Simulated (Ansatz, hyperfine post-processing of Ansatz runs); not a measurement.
# Reading the 23Na spectrum of Na3NiO2

Calculated values: DFT, PBEsol+U, plane-wave PAW, default files (PAW set soft_2), collinear spin, scalar-relativistic (Ansatz), contact and point-dipole shifts scaled to 320 K with Θ = 0 K (a pure Curie law); spin-only moments, above the ordering temperature.

```xyz
12
Lattice="-2.6565 5.2594 3.0412 2.6565 -5.2594 3.0412 2.6565 5.2594 -3.0412" Properties=species:S:1:pos:R:3 pbc="T T T"
Ni    0.0000    0.0000    3.0412
Ni    0.0000    0.0000    0.0000
Na    0.0000    2.4581    4.5618
Na    0.0000    2.4581    1.5206
Na    2.6565    2.8013   -1.5206
Na    0.0000    5.2594    1.5206
Na    2.6565    0.0000    1.5206
Na    2.6565    2.8013    1.5206
O     1.3295   -1.3165    3.0412
O     1.3270    3.9429    3.0412
O     1.3295    1.3165    0.0000
O     1.3270    6.5759    0.0000
```

23Na MAS at 11.7 T (131.8 MHz), 30 kHz, 320 K; contact and dipolar shift alone, no orbital or quadrupolar part; lines under 1.5 % of the strongest are left out. NMR lines, with heights relative to the strongest:

```tsv
position (ppm)	intensity
-829.5	5.9
-723.3	6.2
-601.9	100
-495.8	43
-374.4	4.8
-268.3	5.2
```

**Question.** Which lines are isotropic ones rather than spinning sidebands, and which Na atoms give them?

Sidebands are spaced by 228 ppm (the spinning rate over the resonance of 131.8 MHz). An isotropic line need not be the tallest: it is the area-weighted centre of its own family of sidebands, and the one that stays put when the rate is changed. Isotropic shifts: -602 ppm for atom 3 and the 3 atoms equivalent to it (4 Ni through links of 87° (2) and 142° (2)), reduced anisotropy 195 ppm; -496 ppm for atom 6 and the 1 atom equivalent to it (4 Ni through links of 90° (4)), reduced anisotropy 288 ppm. The families' total areas stand as 2:1, which settles the match.

[Logs are printed without paths, hosts, clocks, repeated set-up lines and the standing remarks that a program may print on its own settings, such as how far it seeks lower states.]

[Hosts, paths, dates, database ids (printed as entryN), source tags and the programs' standing remarks are cut or masked in the printed files.]
